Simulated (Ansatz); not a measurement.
# AlNi: pressure up to the limit of the methods

Aim: compress AlNi (rocksalt type) step by step, far beyond the usual range, and follow pressure and electronic structure. The runs shown use PAW. Its runs: cell relaxed at zero pressure (PAW); volume scaled by 1 (PAW); volume scaled by 0.94 (PAW); volume scaled by 0.88 (PAW and PAW (partial_waves polarizable)); volume scaled by 0.8 (PAW); volume scaled by 0.72 (PAW); volume scaled by 0.64 (PAW); volume scaled by 0.55 (PAW and PAW (level accurate)).

Computed with Ansatz 0.2.0 (DFT PBE, with the methods named in each step, unless a step's input says otherwise).

### 1 The structure to begin with

It takes space group Fm-3m (No. 225, cubic). Conventional cell: a = 4.849 Å, b = 4.849 Å, c = 4.849 Å, α = 90.00°, β = 90.00°, γ = 90.00°. Around Ni (site symmetry m-3m) lie 6 Al at 2.42 Å. Al (site symmetry m-3m) has 6 Ni at 2.42 Å as nearest neighbours.

Structure file:

```cif
data_structure
_symmetry_space_group_name_H-M 'Fm-3m'
_symmetry_Int_Tables_number 225
_cell_length_a 4.8489
_cell_length_b 4.8489
_cell_length_c 4.8489
_cell_angle_alpha 90.000
_cell_angle_beta 90.000
_cell_angle_gamma 90.000
_cell_volume 114.01
loop_
_atom_site_label
_atom_site_type_symbol
_atom_site_symmetry_multiplicity
_atom_site_Wyckoff_symbol
_atom_site_fract_x
_atom_site_fract_y
_atom_site_fract_z
_atom_site_occupancy
Ni1 Ni 4 a 0.00000 0.00000 0.00000 1
Al1 Al 4 b 0.50000 0.00000 0.00000 1
```

The file gives the conventional cell by its symmetry; the runs use the cell typed in the input.

Whether this phase is the stable one at these pressures isn't tested.

Atoms are numbered in the order of the input: Ni1, Al2.

### 2 Cell relaxed at zero pressure, PAW

input.yaml

```yaml
crystal:
  lattice:
    - [0.0, 2.4244436911, 2.4244436911]
    - [2.4244436911, 0.0, 2.4244436911]
    - [2.4244436911, 2.4244436911, 0.0]
  atoms:
    - { symbol: Ni, position: [0.0, 0.0, 0.0] }
    - { symbol: Al, position: [0.5, 0.5, 0.5] }
kpoints:
  mp_grid: { grid: [15, 15, 15] }
scf:
  occupations: { method: fermi_dirac, width: 0.1 }
hamiltonian:
  xc: pbe
  pseudopotentials: { kind: paw }
output:
  forces: true
  stress: true
relax:
  f_tol: 0.005
  max_steps: 40
  cell: {}
```

On the command line:

```bash
ansatz run input.yaml --threads 1 --pin off --max-ram 2048MiB --backend cpu --events-out ev --progress --plain --runs-dir out
```

The runs that follow: Volume scaled by 1, PAW; Volume scaled by 0.94, PAW; Volume scaled by 0.88, PAW; Volume scaled by 0.88, PAW (partial_waves polarizable); Volume scaled by 0.8, PAW; Volume scaled by 0.72, PAW; Volume scaled by 0.64, PAW; Volume scaled by 0.55, PAW; Volume scaled by 0.55, PAW (level accurate).

Before running it: what results should come out? Wanted: PAW pressure at 0.55 of the volume; PAW; fitted bulk modulus at zero pressure.

**Answer**, as computed:

| quantity | value |
| --- | --- |
| PAW pressure at 0.55 of the volume | 229.1 GPa |
| PAW (level accurate) pressure at 0.55 of the volume | 229.4 GPa |
| fitted bulk modulus at zero pressure (PAW) | 113 GPa |
| its pressure derivative | 4.06 |

What this shows: At 0.55 of the starting volume PAW gives 229 GPa. One third-order Birch-Murnaghan curve follows these points (B₀ = 113 GPa, B′ = 4.06, misfit at most 0.37 GPa). A fit over so wide a range leans to the high pressures, so B₀ can be off by several per cent. No all-electron run checks these rows here, and frozen cores can fail under such compression. The ions are at rest, and the electrons smeared by 0.1 eV. Spin polarisation is left out here, though a magnetic state may lie well lower.
